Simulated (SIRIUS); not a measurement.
# BN (F-43m) in SIRIUS: further runs, part 2 of 2

SIRIUS 7.12.0.

## Step 3: Band structure, PBEsol

sirius.json

```json
{
  "control": {
    "processing_unit": "cpu",
    "verbosity": 2,
    "num_bands_to_print": 10,
    "print_forces": true,
    "print_stress": true
  },
  "parameters": {
    "electronic_structure_method": "pseudopotential",
    "xc_functionals": ["XC_GGA_X_PBE_SOL", "XC_GGA_C_PBE_SOL"],
    "gk_cutoff": 9.2,
    "pw_cutoff": 18.4,
    "ngridk": [13, 13, 13],
    "shiftk": [0, 0, 0],
    "smearing": "fermi_dirac",
    "smearing_width": 0.0018374661,
    "num_bands": 10,
    "num_mag_dims": 0,
    "num_dft_iter": 100,
    "energy_tol": 1e-08,
    "density_tol": 1e-06
  },
  "iterative_solver": {
    "type": "davidson",
    "min_tolerance": 1e-10
  },
  "mixer": {
    "type": "anderson",
    "beta": 0.7,
    "max_history": 8
  },
  "settings": {
    "tol_ne": 1e-10,
    "pseudo_grid_cutoff": 6.5
  },
  "unit_cell": {
    "lattice_vectors": [
      [0.0, 3.426075353673, 3.426075353673],
      [3.426075353673, 0.0, 3.426075353673],
      [3.426075353673, 3.426075353673, 0.0]
    ],
    "atom_coordinate_units": "lattice",
    "atom_types": ["N", "B"],
    "atom_files": {
      "B": "B.json",
      "N": "N.json"
    },
    "atoms": {
      "N": [
        [0.25, 0.25, 0.25]
      ],
      "B": [
        [0.0, 0.0, 0.0]
      ]
    }
  }
}
```

bands_input.json

```json
{
  "control": {
    "processing_unit": "cpu",
    "verbosity": 1,
    "num_bands_to_print": 10,
    "print_forces": true,
    "print_stress": true
  },
  "parameters": {
    "electronic_structure_method": "pseudopotential",
    "xc_functionals": ["XC_GGA_X_PBE_SOL", "XC_GGA_C_PBE_SOL"],
    "gk_cutoff": 9.2,
    "pw_cutoff": 18.4,
    "ngridk": [13, 13, 13],
    "shiftk": [0, 0, 0],
    "smearing": "fermi_dirac",
    "smearing_width": 0.0018374661,
    "num_bands": 10,
    "num_mag_dims": 0,
    "num_dft_iter": 100,
    "energy_tol": 1e-08,
    "density_tol": 1e-06
  },
  "iterative_solver": {
    "type": "davidson",
    "min_tolerance": 1e-10,
    "energy_tolerance": 1e-09,
    "num_steps": 60
  },
  "mixer": {
    "type": "anderson",
    "beta": 0.7,
    "max_history": 8
  },
  "settings": {
    "tol_ne": 1e-10,
    "pseudo_grid_cutoff": 6.5
  },
  "unit_cell": {
    "lattice_vectors": [
      [0.0, 3.426075353673, 3.426075353673],
      [3.426075353673, 0.0, 3.426075353673],
      [3.426075353673, 3.426075353673, 0.0]
    ],
    "atom_coordinate_units": "lattice",
    "atom_types": ["N", "B"],
    "atom_files": {
      "B": "B.json",
      "N": "N.json"
    },
    "atoms": {
      "N": [
        [0.25, 0.25, 0.25]
      ],
      "B": [
        [0.0, 0.0, 0.0]
      ]
    }
  },
  "kpoints_rel": {
    "G": [0.0, 0.0, 0.0],
    "X": [0.5, 0.0, 0.5],
    "W": [0.5, 0.25, 0.75],
    "K": [0.375, 0.375, 0.75],
    "L": [0.5, 0.5, 0.5],
    "U": [0.625, 0.25, 0.625]
  },
  "kpoints_path": ["G", "X", "W", "K", "G", "L", "U"]
}
```

Potentials or basis: PseudoDojo 0.4.1 PBE standard (scalar relativistic).

Launch:

```
$ upf_to_json B.upf
$ upf_to_json N.upf
$ OMP_NUM_THREADS=1 sirius.scf --input=sirius.json --output=out.json --task=0
$ OMP_NUM_THREADS=1 sirius.scf --input=bands_input.json --task=2
```

Log:

```text
[info] SIRIUS version : 7.12.0
[info] number of MPI ranks           : 1
[info] MPI grid                      : 1 1
[info] maximum number of OMP threads : 1
[fft] FFT context for density and potential
[fft] =====================================
[fft]   comm size                             : 1
[fft]   plane wave cutoff                     : 18.4
[fft]   grid size                             : 32 32 32   total : 32768
[fft]   grid limits                           : -15 16   -15 16   -15 16
[fft]   number of G-vectors within the cutoff : 4197
[fft]   local number of G-vectors             : 4197
[fft]   number of G-shells                    : 261
[fft] FFT context for coarse grid
[fft] =====================================
[fft]   comm size                             : 1
[fft]   plane wave cutoff                     : 18.4
[fft]   grid size                             : 32 32 32   total : 32768
[fft]   grid limits                           : -15 16   -15 16   -15 16
[fft]   number of G-vectors within the cutoff : 4197
[fft]   local number of G-vectors             : 4197
[fft]   number of G-shells                    : 261
[unit cell] lattice vectors
[unit cell]   a1 :       0.0000000000      3.4260753537      3.4260753537
[unit cell]   a2 :       3.4260753537      0.0000000000      3.4260753537
[unit cell]   a3 :       3.4260753537      3.4260753537      0.0000000000
[unit cell] reciprocal lattice vectors
[unit cell]   b1 :      -0.9169654282      0.9169654282      0.9169654282
[unit cell]   b2 :       0.9169654282     -0.9169654282      0.9169654282
[unit cell]   b3 :       0.9169654282      0.9169654282     -0.9169654282
[unit cell] unit cell volume :        80.43049244 [a.u.^3]
[unit cell] 1/sqrt(omega)    :         0.11150379
[unit cell] MT volume        :         0.00000000 ( 0.00%)
[unit cell] IT volume        :        80.43049244 (100.00%)
[unit cell] number of atom types : 2
[unit cell] type id : 0 symbol :  N mt_radius :  10.570000 num_atoms : 1
[unit cell] type id : 1 symbol :  B mt_radius :  15.330000 num_atoms : 1
[unit cell] total number of atoms : 2
[unit cell] number of symmetry classes : 2
[unit cell] number of PAW atoms : 0
[unit cell] atom id  type id  class id             position                      vector_field
[... 319 lines left out ...]
[find] converged after 10 SCF iterations!
[find] Charges and magnetic moments
[find] --------------------------------------------------------------------------------
[find] total charge          : 8.000000
[find] Energy
[find] --------------------------------------------------------------------------------
[find] valence_eval_sum               :       0.92039837
[find] <rho|V^{XC}>                   :      -4.93644252
[find] <rho|E^{XC}>                   :      -4.32114989
[find] <mag|B^{XC}>                   :       0.00000000
[find] <rho|V^{H}>                    :       3.54615625
[find] one-electron contribution      :       2.31068464 (Ha),       4.62136928 (Ry)
[find] hartree contribution           :       1.77307813
[find] xc contribution                :      -4.32114989
[find] ewald contribution             :     -13.13043140
[find] PAW contribution               :       0.00000000
[find] smearing (-TS)                 :       0.00000000
[find] SCF correction                 :       0.00000070
[find] Total energy                   :     -13.36781782 (Ha),     -26.73563565 (Ry)
[find] Free energy (E-TS)             :     -13.36781782 (Ha),     -26.73563565 (Ry)
[find] band gap (eV)                  :       4.37987921
[find] Efermi                         :       0.49339495
[ground_state] === stress tensor components [kbar] ===
[ground_state] === stress_kin ===
[ground_state] -22771.426075    0.000000    0.000000
[ground_state]     0.000000-22771.426075   -0.000000
[ground_state]     0.000000   -0.000000-22771.426075
[ground_state] === stress_har ===
[ground_state] -2161.939297   -0.000000    0.000000
[ground_state]    -0.000000-2161.939297    0.000000
[ground_state]     0.000000    0.000000-2161.939297
[ground_state] === stress_ewald ===
[ground_state] 16010.121152    0.000000    0.000000
[ground_state]     0.00000016010.121152    0.000000
[ground_state]     0.000000    0.00000016010.121152
[ground_state] === stress_vloc ===
[ground_state]   726.403939    0.000000    0.000000
[ground_state]     0.000000  726.403939   -0.000000
[ground_state]     0.000000   -0.000000  726.403939
[ground_state] === stress_xc ===
[ground_state]  2278.805811    0.000000    0.000000
[ground_state]     0.000000 2278.805811    0.000000
[ground_state]     0.000000    0.000000 2278.805811
[ground_state] === stress_core ===
[ground_state]  2410.478506    0.000000    0.000000
[ground_state]     0.000000 2410.478506    0.000000
[ground_state]     0.000000    0.000000 2410.478506
[ground_state] === stress_nonloc ===
[ground_state]  3561.503358    0.000000    0.000000
[ground_state]     0.000000 3561.503358   -0.000000
[ground_state]     0.000000   -0.000000 3561.503358
[ground_state] === stress_us_nl ===
[ground_state]  3561.503358    0.000000    0.000000
[ground_state]     0.000000 3561.503358   -0.000000
[ground_state]     0.000000   -0.000000 3561.503358
[ground_state] === stress_total ===
[ground_state]    53.947395    0.000000    0.000000
[ground_state]     0.000000   53.947395   -0.000000
[ground_state]     0.000000   -0.000000   53.947395
[ground_state] ==== total Forces in Ha/bohr =====
[ground_state] atom:    0, force:       0.0000000      0.0000000      0.0000000
[ground_state] atom:    1, force:      -0.0000000     -0.0000000      0.0000000
[ground_state] ==== ultrasoft contribution from Qij =====
[ground_state] atom:    0, force:       0.0000000      0.0000000      0.0000000
[ground_state] atom:    1, force:       0.0000000      0.0000000      0.0000000
[ground_state] ==== non-local contribution from Beta-projector =====
[ground_state] atom:    0, force:       0.0000000      0.0000000      0.0000000
[ground_state] atom:    1, force:      -0.0000000     -0.0000000      0.0000000
[ground_state] ==== contribution from local potential =====
[ground_state] atom:    0, force:       0.0000000      0.0000000      0.0000000
[... 5 lines left out ...]
[ground_state] atom:    0, force:       0.0000000      0.0000000      0.0000000
[ground_state] atom:    1, force:       0.0000000      0.0000000      0.0000000
[~DFT_ground_state] local op. applied: 19409
[~DFT_ground_state] evp. work count: 8377.79
[~DFT_ground_state] number of iterative solver steps: 1796
```

output_bands:

```text
Warning in function "compose_json" at src/context/simulation_parameters.cpp:107
The following configuration parameters were not recognized and ignored: kpoints_rel kpoints_path
[info] SIRIUS version : 7.12.0
[info] number of MPI ranks           : 1
[info] MPI grid                      : 1 1
[info] maximum number of OMP threads : 1
[fft] FFT context for density and potential
[... 163 lines left out ...]
[print_info]    6   0.1111   0.0000   0.1111         1.000000       1046
[print_info]    7   0.1296   0.0000   0.1296         1.000000       1046
[print_info]    8   0.1481   0.0000   0.1481         1.000000       1042
[print_info]    9   0.1667   0.0000   0.1667         1.000000       1042
[print_info]   10   0.1852   0.0000   0.1852         1.000000       1050
[print_info]   11   0.2037   0.0000   0.2037         1.000000       1054
[... 106 further k-points ...]
[print_info]  118   0.6250   0.2500   0.6250         1.000000       1063
```

It took 13 s on 1 thread of Intel Xeon 6975P-C (Granite Rapids), shared host; peak memory 0.22 GiB.

What came out:

- Free energy: -363.7569 eV
- Pressure: -5.4 GPa
- Band gap on the k mesh: 4.38 eV
- Band gap along the path: 4.30 eV, indirect (least direct gap 8.78 eV)

Levels at the corners of the path, in eV from the Fermi level:
```
point  band 1  band 2  band 3  band 4  band 5  band 6  band 7
    Γ  -22.62   -2.43   -2.43   -2.43    6.35    6.35    6.35
    X  -17.03  -11.36   -7.33   -7.33    1.88    6.67   15.32
    W  -16.71  -10.01   -9.41   -8.95    7.01   10.74   11.94
    K  -16.94  -10.56  -10.11   -6.50    4.34   10.30   13.27
    Γ  -22.62   -2.43   -2.43   -2.43    6.35    6.35    6.35
    L  -18.39  -13.14   -4.36   -4.36    7.55    8.21    8.21
    U  -16.94  -10.56  -10.11   -6.50    4.34   10.30   13.27
```

Caveat: the potentials were made for another functional, which shifts forces and pressure.

## Step 4: How close it comes

Step 2. Measured gap of BN: 6.4 eV (indirect; 300 K; a printed reference work, monograph). This calculation gives 4.26 eV (-2.14 eV). The value is that of LDA, without temperature or zero-point motion. Semilocal functionals fall short of measured gaps as a rule. The cell is a database's relaxed one, not the measured one, which moves gaps too.

Step 3. Measured gap of BN: 6.4 eV (indirect; 300 K; a printed reference work, monograph). This calculation gives 4.30 eV (-2.10 eV). The value is that of PBEsol, without temperature or zero-point motion. Semilocal functionals fall short of measured gaps as a rule. The cell is a database's relaxed one, not the measured one, which moves gaps too.
